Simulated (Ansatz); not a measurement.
**Pb: equation of state with PBEsol**

The system is Pb.

```
Pb
1.0
    -1.97966    1.97966    1.97966
     1.97966   -1.97966    1.97966
     1.97966    1.97966   -1.97966
Pb
1
Direct
  0.00000 0.00000 0.00000
```

This isn't the form of Pb at room conditions, which is fcc.

| Quantity | Value |
| --- | --- |
| Program | Ansatz 0.2.0 |
| Task | equation of state |
| Functional | PBEsol |
| Potentials or basis | all-electron LAPW, scalar-relativistic |
| Basis error allowed | 0.0005 eV/atom |
| k mesh | 9 × 9 × 9 |
| Occupations | fermi-dirac, width 0.05 eV |
| Spin | no spin polarisation |

The equilibrium volume is 29.65 Å³/atom, the bulk modulus is 49 GPa and the pressure derivative of the bulk modulus is 5.8.

Energy against volume, from the lowest point:
```
volume (Å³/atom)  energy (meV/atom)
          29.172               1.13
          29.792               0.00
          30.413               2.69
          31.034               8.73
          31.654              17.67
          32.275              29.09
          32.896              42.66
```

All runs of the series together: 22 s on 1 thread of Arm Neoverse V2, with other jobs on the host.

Spin-orbit coupling is left out, which matters for the levels of Pb.
